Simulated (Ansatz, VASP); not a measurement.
**BeS: VASP beside Ansatz**

INCAR

```
PREC     = Accurate       # precision mode
ENCUT    = 520            # plane-wave cutoff, eV
EDIFF    = 1E-6           # SCF threshold, eV
ISMEAR   = -1             # smearing method
SIGMA    = 0.02           # smearing width, eV
LREAL    = F              # projectors in reciprocal space
LASPH    = T              # aspherical terms in the spheres
NELM     = 100            # most SCF steps
ALGO     = Normal         # electronic algorithm
ISIF     = 2              # what is computed and relaxed
LWAVE    = F              # write WAVECAR
LCHARG   = T              # write CHGCAR
GGA      = PE             # functional
LELF     = T              # ELF
LVHAR    = T            
NBANDS   = 11             # bands
```

The input KPOINTS:

```
Automatic mesh
0
Gamma
  10 10 10
```

POSCAR

```
BeS
1.0
    0.0000000000      2.3977916369      2.3977916369
    2.3977916369      0.0000000000      2.3977916369
    2.3977916369      2.3977916369      0.0000000000
Be S
1 1
Direct
    0.0000000000      0.0000000000      0.0000000000
    0.2500000000      0.2500000000      0.2500000000
```

Input for Ansatz:

```yaml
crystal:
  lattice:
    - [0.0, 2.3977916369, 2.3977916369]
    - [2.3977916369, 0.0, 2.3977916369]
    - [2.3977916369, 2.3977916369, 0.0]
  atoms:
    - { symbol: Be, position: [0.0, 0.0, 0.0] }
    - { symbol: S, position: [0.25, 0.25, 0.25] }
kpoints:
  mp_grid: { grid: [10, 10, 10] }
  band_path:
    path:
      - [0.0, 0.0, 0.0]
      - [-0.5, -0.5, 0.0]
      - [-0.375, -0.375, 0.25]
      - [-0.375, 0.0, 0.375]
      - [0.0, 0.0, 0.5]
      - [-0.5, -0.25, 0.25]
      - [-0.0375, 0.0, 0.0375]
      - [0.0, 0.5, 0.5]
    npoints: 1
hamiltonian:
  xc: pbe
scf:
  occupations: { method: fermi_dirac, width: 0.02 }
  n_extra_bands: 4
output:
  forces: true
  stress: true
  eigenvalues: true
```

Change from the starting cell: hydrostatic strain -1.5%.

Alike in both runs: task single point; functional PBE; k mesh 10 × 10 × 10; occupations fermi-dirac, width 0.02 eV; no spin polarisation.

|  | VASP | Ansatz |
| --- | --- | --- |
| version | VASP 6.6.1 | Ansatz 0.2.0 |
| potentials or method | VASP PAW PBE potentials, release 64 (Be, S) | plane waves, PAW |
| plane-wave cutoff (eV) | 520 | 420 |
| valence electrons in the cell | 8 | 8 |

```csv
,VASP,Ansatz,Ansatz less VASP
gap on the k mesh at the Fermi level (eV),3.03,3.03,-0.001
pressure (GPa),5.1,5.1,-0.01
```

A k mesh can miss the band edges.
